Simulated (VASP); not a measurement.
Wanted: the native input for a VASP 6.6.1 run.

```yaml
Task: band structure
Functional: r2SCAN0
Potentials_or_basis: VASP PAW PBE potentials, release 64 (Si)
Cutoff: 520 eV
k_mesh: 6 × 6 × 6
Occupations: fermi-dirac, width 0.05 eV
Spin: no spin polarisation
Grid_for_exact_exchange_PRECFOCK: Normal
Exchange_at_q_=_0: truncated
Further_INCAR_settings: ALGO = Normal; EDIFF = 1e-06; NBANDS = 8
```

Crystal: Si.

```
CELL_PARAMETERS angstrom
2.62054 0.00000 0.00000
-1.31027 2.26946 0.00000
0.00000 0.00000 2.46635
ATOMIC_POSITIONS crystal
Si 0.00000 0.00000 0.00000
```

This isn't the form of Si at room conditions, which is diamond.

These files were run (other wordings do the same):

POSCAR

```
Si
1.0
    2.6205428149      0.0000000000      0.0000000000
   -1.3102714075      2.2694566494      0.0000000000
    0.0000000000      0.0000000000      2.4663543900
Si
1
Direct
    0.0000000000      0.0000000000      0.0000000000
```

INCAR.step1

```
ALGO = Normal
EDIFF = 1E-5
ENCUT = 520
GGA = PE
ISIF = 2
ISMEAR = -1
LASPH = T
LCHARG = F
LREAL = F
LWAVE = T
NBANDS = 8
NELM = 60
PREC = Accurate
SIGMA = 0.05
```

INCAR.step2

```
AEXX = 0.25
ALGO = Normal
EDIFF = 1E-6
ENCUT = 520
HFRCUT = -1
ISIF = 2
ISMEAR = -1
ISTART = 1
LASPH = T
LCHARG = F
LHFCALC = T
LMIXTAU = T
LREAL = F
LWAVE = F
METAGGA = R2SCAN
NBANDS = 8
NELM = 60
PREC = Accurate
PRECFOCK = Normal
SIGMA = 0.05
```

KPOINTS

```
k-points
0
Gamma
  6 6 6
```

KPOINTS_OPT

```
path GMKGALHA,LM,KH
12
line-mode
reciprocal
 0.0000000000  0.0000000000  0.0000000000  G
 0.5000000000  0.0000000000  0.0000000000  M

 0.5000000000  0.0000000000  0.0000000000  M
 0.3333333333  0.3333333333  0.0000000000  K

 0.3333333333  0.3333333333  0.0000000000  K
 0.0000000000  0.0000000000  0.0000000000  G

 0.0000000000  0.0000000000  0.0000000000  G
 0.0000000000  0.0000000000  0.5000000000  A

 0.0000000000  0.0000000000  0.5000000000  A
 0.5000000000  0.0000000000  0.5000000000  L

 0.5000000000  0.0000000000  0.5000000000  L
 0.3333333333  0.3333333333  0.5000000000  H

 0.3333333333  0.3333333333  0.5000000000  H
 0.0000000000  0.0000000000  0.5000000000  A

 0.5000000000  0.0000000000  0.5000000000  L
 0.5000000000  0.0000000000  0.0000000000  M

 0.3333333333  0.3333333333  0.0000000000  K
 0.3333333333  0.3333333333  0.5000000000  H
```

Potentials or basis: VASP PAW PBE potentials, release 64 (Si).

The run is started by

```bash
$ cat potpaw_PBE.64/Si/POTCAR > POTCAR
$ cp INCAR.step1 INCAR
$ mpirun -np 1 vasp_std > vasp.out
$ cp INCAR.step2 INCAR
$ mpirun -np 1 vasp_std > vasp.out
```

It gave:

* Pressure: 1.3 GPa
* Band gap along the path: none (metal or under the smearing width)

Caveat: the k mesh is coarse (spacing up to 0.46 Å⁻¹), so the values aren't converged, least of all with exact exchange; the PAW data sets were made with another functional, which shifts forces and pressure a little.

Wall time 7.6 min on 1 thread of AMD EPYC 7R13 Processor (Zen 3), on a shared host, peak memory 0.12 GiB.
